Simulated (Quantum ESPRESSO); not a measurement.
## BN: equation of state with LDA

Crystal: BN.

```xyz
2
Lattice="1.2511 0.7223 3.3729 -1.2511 0.7223 3.3729 0.0000 -1.4447 3.3729" Properties=species:S:1:pos:R:3 pbc="T T T"
N     0.0000    0.0000    6.7517
B     0.0000    0.0000    0.0033
```

The cell is a database's computed one.

```
Program             : Quantum ESPRESSO 7.5
Task                : equation of state
Functional          : LDA
Potentials or basis : GBRV 1.5 LDA
Cutoff              : 612 eV
Density cutoff      : 4898 eV
k mesh              : 12 × 12 × 12
Occupations         : fermi-dirac, width 0.05 eV
Spin                : no spin polarisation
```

- Equilibrium volume: 9.02 Å³/atom
- Bulk modulus at fixed shape and positions: 247 GPa
- Pressure derivative of the bulk modulus: 3.6

Energy against volume, from the lowest point:
```tsv
volume (Å³/atom)	energy (meV/atom)
8.596	16.24
8.779	4.89
8.962	0.00
9.145	1.00
9.328	7.38
9.510	18.66
9.693	34.40
```

All runs of the series together: 84 s on 2 threads of Arm Neoverse V1, on a shared host.

Caveat: the cell was scaled at fixed shape and fractional positions, which overstates the stiffness of a crystal with free parameters, most of all of layers and chains.
